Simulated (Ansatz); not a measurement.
# What a change of settings does: Pd (diamond type)

First run: DFT, PBE, PAW with Ansatz's default frozen-core files, scalar-relativistic (Ansatz 0.2.0).

Command: `ansatz run input.yaml --threads 1 --pin off --max-ram 2048MiB --backend cpu --events-out ev --progress --plain --runs-dir out` It took 1.5 s on 1 thread of Intel(R) Xeon(R) Platinum 8488C (Sapphire Rapids), on a shared host, peak memory 0.37 GiB.

```yaml
crystal:
  lattice:
    - [0.0, 2.9056008059, 2.9056008059]
    - [2.9056008059, 0.0, 2.9056008059]
    - [2.9056008059, 2.9056008059, 0.0]
  atoms:
    - { symbol: Pd, position: [-0.125, -0.125, -0.125] }
    - { symbol: Pd, position: [0.125, 0.125, 0.125] }
kpoints:
  mp_grid: { grid: [12, 12, 12] }
scf:
  occupations: { method: fermi_dirac, width: 0.08 }
hamiltonian:
  xc: pbe
  pseudopotentials: { kind: paw }
output:
  forces: true
  stress: true
  eigenvalues: true
basis:
  ecutwfc: 300
```

The cell comes from a relaxation on PAW files under the same functional, begun from a prototype that needn't be the stable phase.

This run: the series' base cell, ecut 300.

It converges in 6 SCF iterations at a pressure of 0.49 GPa, cutoff 300 eV.

A second input differs as follows:

```diff
 scf:
-  occupations: { method: fermi_dirac, width: 0.08 }
+  occupations: { method: methfessel_paxton, width: 5.0 }
+  max_iter: 50
 hamiltonian:
```

**Question.** What is wrong with it, and what does the program do?

**Answer.** The change was made to test a smearing of electronvolts. The run converges in 6 SCF iterations at a pressure of 4.25 GPa, cutoff 300 eV, free energy -0.21 eV/atom against the first run's. Compare each number with the sound run's before taking it for a property of the system. The log ends:
```
--- Stress (GPa, compression-positive) ---
        4.248043       0.000000      -0.000000
        0.000000       4.248043      -0.000000
        0.000000      -0.000000       4.248043
  P = ⅓ Tr σ = 4.2480 GPa (42.480 kbar)
--- Band table (eV; the first three rows and the last of 72) ---
  k-point 0: bands = ["-74.5648", "-74.4499", "-40.3433", "-40.3433", "-40.3433", "-40.0675", "-40.0675", "-40.0675", "5.3911", "6.3321", "6.3321", "6.4162", "6.4162", "6.4162", "8.2882", "8.2882", "8.2882", "9.3363", "9.3363", "21.3547", "21.3547", "21.3547", "21.7927", "21.7927", "21.7927", "22.0209", "22.0623", "23.9515", "23.9515", "23.9515", "28.6475", "28.6475", "29.8931", "34.9232", "34.9232", "34.9232", "42.4689", "42.4689", "43.6757", "43.6757", "43.6757", "44.2798"]
  k-point 1: bands = ["-74.5632", "-74.4517", "-40.3486", "-40.3486", "-40.3465", "-40.0676", "-40.0650", "-40.0650", "5.4887", "6.2338", "6.2338", "6.4203", "6.5280", "6.5280", "8.2480", "8.2694", "8.2694", "9.3425", "9.3425", "19.4264", "20.6717", "20.6717", "21.5363", "22.4380", "22.5033", "22.5033", "23.6643", "23.7976", "23.7976", "24.1869", "28.9585", "28.9585", "30.3921", "34.8031", "34.8031", "34.9852", "41.6763", "41.6763", "42.1803", "44.4813", "44.4813", "44.5402"]
  k-point 2: bands = ["-74.5590", "-74.4559", "-40.3541", "-40.3541", "-40.3440", "-40.0702", "-40.0590", "-40.0590", "5.7584", "6.1614", "6.1614", "6.4380", "6.6611", "6.6611", "8.1839", "8.2542", "8.2542", "9.3473", "9.3473", "17.3372", "19.9003", "19.9003", "21.1801", "22.7781", "23.1163", "23.1163", "23.7699", "23.7699", "24.0253", "26.3566", "29.8037", "29.8037", "31.7224", "34.3586", "34.3586", "35.1472", "39.9342", "40.7949", "40.7949", "43.5912", "44.8154", "44.8154"]
  k-point 71: bands = ["-74.5078", "-74.5078", "-40.4019", "-40.4019", "-40.2099", "-40.2099", "-40.0151", "-40.0151", "5.8759", "5.8759", "6.7844", "6.7844", "7.3908", "7.3908", "7.7707", "7.7707", "9.5883", "9.5883", "12.0190", "12.0190", "13.4200", "13.4200", "22.4822", "22.4822", "23.9438", "23.9438", "30.0012", "30.0012", "30.2096", "30.2096", "30.7285", "30.7285", "32.7702", "32.7702", "37.3922", "37.3922", "38.1842", "38.1842", "39.2411", "39.2411", "39.2772", "39.2772"]
```
